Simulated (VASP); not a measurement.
Wanted: the native input for a VASP 6.6.1 run.

```
Task                   : relaxation of cell and atoms
Functional             : PBE
Potentials or basis    : VASP PAW PBE potentials, release 64 (Sn_d, Se)
Cutoff                 : 520 eV
k mesh                 : 8 × 8 × 8
Occupations            : gaussian, width 0.1 eV
Spin                   : no spin polarisation
Further INCAR settings : ALGO = Normal; EDIFF = 1e-06; IBRION = 2; EDIFFG = -0.01; NSW = 90; ISIF = 3
```

The structure of SnSe lies in POSCAR:

```
SnSe
1.0
    0.0000000000      3.0100000000      3.0100000000
    3.0100000000      0.0000000000      3.0100000000
    3.0100000000      3.0100000000      0.0000000000
Sn Se
1 1
Direct
    0.0000000000      0.0000000000      0.0000000000
    0.5000000000      0.5000000000      0.5000000000
```

Measurements of this composition are mostly on another form, of space group No. 62.

The input as run:

INCAR

```
SYSTEM = SnSe
  PREC = Accurate
  ENCUT = 520
  EDIFF = 1E-6
  ISMEAR = 0
  SIGMA = 0.1
  LREAL = .False.
  LASPH = .True.
  NELM = 120
  ALGO = Normal
  ISIF = 3
  LWAVE = .False.
  LCHARG = .False.
  GGA = PE
  IBRION = 2
  NSW = 90
  EDIFFG = -0.01
```

KPOINTS

```
regular mesh
0
Gamma
  8 8 8
  0 0 0
```

Potentials or basis: VASP PAW PBE potentials, release 64 (Sn_d, Se).

Command:

```bash
$ cat potpaw_PBE.64/Sn_d/POTCAR potpaw_PBE.64/Se/POTCAR > POTCAR
$ mpirun -np 1 vasp_std > vasp.out
```

It gave:

* Relaxed volume: 27.78 Å³/atom
* Relaxed cell: a = 4.283 Å, b = 4.283 Å, c = 4.283 Å, α = 60.00°, β = 60.00°, γ = 60.00°
* Space group after relaxing (to 0.05 Å): Fm-3m (No. 225)
* Energy gained by relaxing: 1.4 meV/atom
* Ionic steps: 3
* Pressure after relaxing: 0.0 GPa
* Band gap on the k mesh: 0.50 eV, direct

Caveat: spin-orbit coupling is left out, which moves the levels of the heavy elements.

It took 21 s on 1 thread of Intel(R) Xeon(R) Platinum 8488C (Sapphire Rapids) (shared host), peak memory 0.19 GiB.
